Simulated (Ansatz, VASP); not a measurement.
**One calculation of Pd, two programs**

File INCAR:

```
SYSTEM = Pd
ALGO     = Normal         ! electronic algorithm
EDIFF    = 1E-6           ! SCF threshold, eV
ENCUT    = 520            ! plane-wave cutoff, eV
GGA      = PE             ! functional
ISIF     = 2              ! what is computed and relaxed
ISMEAR   = -1             ! smearing method
LASPH    = .True.         ! aspherical terms in the spheres
LCHARG   = .True.         ! write CHGCAR
LELF     = .True.         ! ELF
LREAL    = .False.        ! projectors in reciprocal space
LVHAR    = .True.       
LWAVE    = .False.        ! write WAVECAR
NBANDS   = 17             ! bands
NELM     = 80             ! most SCF steps
PREC     = Accurate       ! precision mode
SIGMA    = 0.1            ! smearing width, eV
```

File KPOINTS:

```
k-points
0
Gamma
  17 17 9
  0 0 0
```

Contents of POSCAR:

```
Pd
1.0
    2.3442097368      0.0000000000      0.0000000000
   -1.1721048684      2.0301451839      0.0000000000
    0.0000000000      0.0000000000      3.8904479330
Pd
2
Direct
    0.3333333333      0.6666666667      0.2500000000
    0.6666666667      0.3333333333      0.7500000000
```

Input for Ansatz:

```yaml
crystal:
  lattice:
    - [2.3442097368, 0.0, 0.0]
    - [-1.1721048684, 2.0301451839, 0.0]
    - [0.0, 0.0, 3.890447933]
  atoms:
    - { symbol: Pd, position: [0.3333333333, 0.6666666667, 0.25] }
    - { symbol: Pd, position: [0.6666666667, 0.3333333333, 0.75] }
kpoints:
  mp_grid: { grid: [17, 17, 9] }
scf:
  occupations: { method: fermi_dirac, width: 0.1 }
hamiltonian:
  xc: pbe
  pseudopotentials: { kind: nc }
output:
  forces: true
  stress: true
  eigenvalues: true
```

Change from the starting cell: volume scaled by 0.6, norm-conserving files.

Alike in both runs: task single point; functional PBE; k mesh 17 × 17 × 9; occupations fermi-dirac, width 0.1 eV; no spin polarisation.

|  | VASP | Ansatz |
| --- | --- | --- |
| version | VASP 6.6.1 | Ansatz 0.2.0 |
| potentials or method | VASP PAW PBE potentials, release 64 (Pd) | norm-conserving pseudopotentials, scalar-relativistic |
| plane-wave cutoff (eV) | 520 | 1116 |
| valence electrons in the cell | 20 | 36 |

```csv
,VASP,Ansatz,Ansatz less VASP
pressure (GPa),325.2,325.4,+0.19
largest component of the traceless stress (GPa),0.31,0.29,-0.011
```

The functional is the same, so the differences come from potentials, cutoffs and numerics. The two sets of potentials don't hold the same shells in valence.

Caveats: the cell as given lies far from equilibrium; so large a pressure means that the cell lies far from this level's equilibrium, or that cutoff or potentials fall short (VASP).
